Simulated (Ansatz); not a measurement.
# BeS: band gap under strain

How does strain move the band edges of BeS in the zincblende structure, and do the functionals agree on it? States: -2.0 % biaxial strain in x and y, free along z; -1.0 % biaxial strain in x and y, free along z; +1.0 % biaxial strain in x and y, free along z.

The runs shown are made with Ansatz 0.2.0. PAW datasets, plane waves. (Simulation; spin polarisation is off.)

**1. Starting point**

The unstrained cell was relaxed with r2SCAN; in each strained cell the atoms were relaxed again with r2SCAN. Names of k-points are those of the unstrained zone, where strain can split equivalent points. First state: -2.0 % biaxial strain in x and y, free along z.

It is tetragonal, I-4m2 (No. 119); a = 3.374 Å, c = 4.943 Å in the conventional setting, 14.06 Å³ an atom. Be has 4 S at 2.09 Å; S has 4 Be at 2.09 Å.

Coordinates:

```xyz
2
Lattice="0.0000 2.3856 2.4713 2.3856 0.0000 2.4713 2.3856 2.3856 0.0000" Properties=species:S:1:pos:R:3 pbc="T T T"
Be    0.0000    0.0000    0.0000
S     1.1928    1.1928    1.2357
```

From earlier runs on the unstrained cell: PBE 3.14 eV, r2SCAN 3.59 eV, HSE06 4.09 eV, G0W0 4.45 eV (on its mesh); a = 4.869 Å.

**2. -2.0 % biaxial strain in x and y, free along z: PBE**

File input.yaml:

```yaml
crystal:
  lattice:
    - [0.0, 2.3856201057, 2.4713416898]
    - [2.3856201057, 0.0, 2.4713416898]
    - [2.3856201057, 2.3856201057, 0.0]
  atoms:
    - { symbol: Be, position: [0.0, 0.0, 0.0] }
    - { symbol: S, position: [0.25, 0.25, 0.25] }
kpoints:
  mp_grid: { grid: [10, 10, 10] }
  band_path:
    path:
      - [0.0, 0.0, 0.0]
      - [-0.5, -0.5, 0.0]
      - [-0.375, -0.375, 0.25]
      - [-0.375, 0.0, 0.375]
      - [0.0, 0.0, 0.5]
      - [-0.5, -0.25, 0.25]
      - [-0.0375, 0.0, 0.0375]
      - [0.0, 0.5, 0.5]
    npoints: 1
hamiltonian:
  xc: pbe
scf:
  occupations: { method: fermi_dirac, width: 0.02 }
  n_extra_bands: 4
output:
  forces: true
  stress: true
  eigenvalues: true
```

Launch:

```console
$ ansatz run input.yaml --threads 2 --pin off --max-ram 18432MiB --backend cpu --events-out ev --progress --plain --runs-dir out
```

The runs that follow: -2.0 % biaxial strain in x and y, free along z: r2SCAN; -2.0 % biaxial strain in x and y, free along z: HSE06; -2.0 % biaxial strain in x and y, free along z: r2SCAN; -2.0 % biaxial strain in x and y, free along z: G0W0@PBE; -1.0 % biaxial strain in x and y, free along z: PBE; -1.0 % biaxial strain in x and y, free along z: r2SCAN; -1.0 % biaxial strain in x and y, free along z: HSE06; -1.0 % biaxial strain in x and y, free along z: r2SCAN; -1.0 % biaxial strain in x and y, free along z: G0W0@PBE; +1.0 % biaxial strain in x and y, free along z: PBE; +1.0 % biaxial strain in x and y, free along z: r2SCAN; +1.0 % biaxial strain in x and y, free along z: HSE06; +1.0 % biaxial strain in x and y, free along z: r2SCAN; +1.0 % biaxial strain in x and y, free along z: G0W0@PBE.

What does the calculation give?

**Answer**, as computed:

Least gap in eV (negative: overlap), with the change from the unstrained cell in brackets. G0W0 is on its own coarse mesh.

```
                                         state  volume change (%)           PBE        r2SCAN         HSE06          G0W0
-2.0 % biaxial strain in x and y, free along z               -2.5  2.92 (-0.22)  3.37 (-0.22)  3.86 (-0.23)  4.22 (-0.23)
-1.0 % biaxial strain in x and y, free along z               -1.2  3.03 (-0.11)  3.48 (-0.11)  3.98 (-0.11)  4.34 (-0.11)
+1.0 % biaxial strain in x and y, free along z               +1.2  3.01 (-0.13)  3.46 (-0.13)  3.96 (-0.13)  4.32 (-0.13)
```

**Reading.** With HSE06, of the states in the table -2.0 % biaxial strain in x and y, free along z shifts the gap most, by -0.222 eV. PBE and HSE06 differ by 0.95 eV on the unstrained gap, and by at most 0.01 eV on its change: PBE follows the response to strain far better than the gap itself. The G0W0 figures hold for the stated bands, cutoff and mesh and aren't extrapolated.
